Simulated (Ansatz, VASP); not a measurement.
**Al in VASP and in Ansatz**

```
CELL_PARAMETERS angstrom
0.00000 2.03821 2.03821
2.03821 0.00000 2.03821
2.03821 2.03821 0.00000
ATOMIC_POSITIONS crystal
Al 0.00000 0.00000 0.00000
```

Change from the starting cell: volume scaled by 1.02.

Alike in both runs: task single point; functional r2SCAN; k mesh 11 × 11 × 11; occupations fermi-dirac, width 0.05 eV; no spin polarisation.

|  | VASP | Ansatz |
| --- | --- | --- |
| version | VASP 6.6.1 | Ansatz 0.2.0 |
| potentials or method | VASP PAW PBE potentials, release 64 (Al) | Ansatz PAW |
| plane-wave cutoff (eV) | 520 | 500 |
| valence electrons in the cell | 3 | 3 |

```tsv
	VASP	Ansatz	Ansatz less VASP
gap on the k mesh at the Fermi level (eV)	none	none	-
pressure (GPa)	-5.1	-4.8	+0.27
```

A gap of «none» marks a metal or a gap that the smearing closes.

Caveats: the PAW data sets were made with another functional, which shifts forces and pressure a little (VASP); the PAW data sets come from PBE, with cores solved anew for the run's functional, which leaves a small shift of forces and pressure (Ansatz).
